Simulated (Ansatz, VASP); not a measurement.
# One calculation of SnO2 (Cassiterite), two programs

File INCAR:

```
SYSTEM = SnO2
PREC = Accurate ; ENCUT = 580
EDIFF = 1E-6 ; ISMEAR = -1
SIGMA = 0.05 ; LREAL = .FALSE.
LASPH = .TRUE. ; NELM = 80
ALGO = Normal ; ISIF = 3
LWAVE = .FALSE. ; LCHARG = .FALSE.
GGA = PE ; IBRION = 2
NSW = 40 ; EDIFFG = -0.01
```

File KPOINTS:

```
regular mesh
0
G
  6 6 8
  0 0 0
```

File POSCAR:

```
SnO2
1.0
    4.7380000000      0.0000000000      0.0000000000
    0.0000000000      4.7380000000      0.0000000000
    0.0000000000      0.0000000000      3.1865000000
Sn O
2 4
Direct
    0.5000000000      0.5000000000      0.5000000000
    0.0000000000      0.0000000000      0.0000000000
    0.8071000000      0.1929000000      0.5000000000
    0.6929000000      0.6929000000      0.0000000000
    0.1929000000      0.8071000000      0.5000000000
    0.3071000000      0.3071000000      0.0000000000
```

input.yaml

```yaml
crystal:
  lattice:
    - [4.738, 0.0, 0.0]
    - [0.0, 4.738, 0.0]
    - [0.0, 0.0, 3.1865]
  atoms:
    - { symbol: Sn, position: [0.5, 0.5, 0.5] }
    - { symbol: Sn, position: [0.0, 0.0, 0.0] }
    - { symbol: O, position: [0.8071, 0.1929, 0.5] }
    - { symbol: O, position: [0.6929, 0.6929, 0.0] }
    - { symbol: O, position: [0.1929, 0.8071, 0.5] }
    - { symbol: O, position: [0.3071, 0.3071, 0.0] }
hamiltonian:
  xc: pbe
  pseudopotentials: { kind: paw }
kpoints:
  mp_grid: { grid: [6, 6, 8] }
scf:
  occupations: { method: fermi_dirac, width: 0.05 }
output:
  forces: true
  stress: true
  write_density: true
  write_potential: true
  elf: true
  volumetric_format: npy
relax:
  f_tol: 0.01
  max_steps: 40
  cell: { stress_tol: 0.05 }
```

Alike in both runs: task relaxation of cell and atoms; functional PBE; k mesh 6 × 6 × 8; occupations fermi-dirac, width 0.05 eV; no spin polarisation.

|  | VASP | Ansatz |
| --- | --- | --- |
| version | VASP 6.6.1 | Ansatz 0.2.0 |
| potentials or method | VASP PAW PBE potentials, release 64 (Sn, O) | Ansatz PAW |
| plane-wave cutoff (eV) | 580 | 420 |
| valence electrons in the cell | 32 | 52 |

VASP gave:

```
gap on the k mesh at the Fermi level, each at its own relaxed structure (eV) : 0.64
relaxed volume (Å³/atom)                                                     : 12.59
relaxed cell length with the largest relative difference (Å)                 : 4.830
energy change over the relaxation (meV/atom)                                 : -23
```

**Question.** Which values does Ansatz return?

**Answer.** gap on the k mesh at the Fermi level, each at its own relaxed structure (eV): 0.68; relaxed volume (Å³/atom): 12.58; relaxed cell length with the largest relative difference (Å): 4.827; energy change over the relaxation (meV/atom): -22.

The two sets of potentials don't hold the same shells in valence.

Caveats: spin-orbit coupling is left out, which moves the levels of the heavy elements; the plane-wave basis is chosen anew once the cell has moved, so the energies of steps on either side of that aren't comparable (Ansatz); the pressure holds a Pulay correction of +0.8 GPa for the finite cutoff (Ansatz). PBE usually gives volumes a little too large and moduli too small. Zero-point motion and thermal expansion aren't in these numbers.
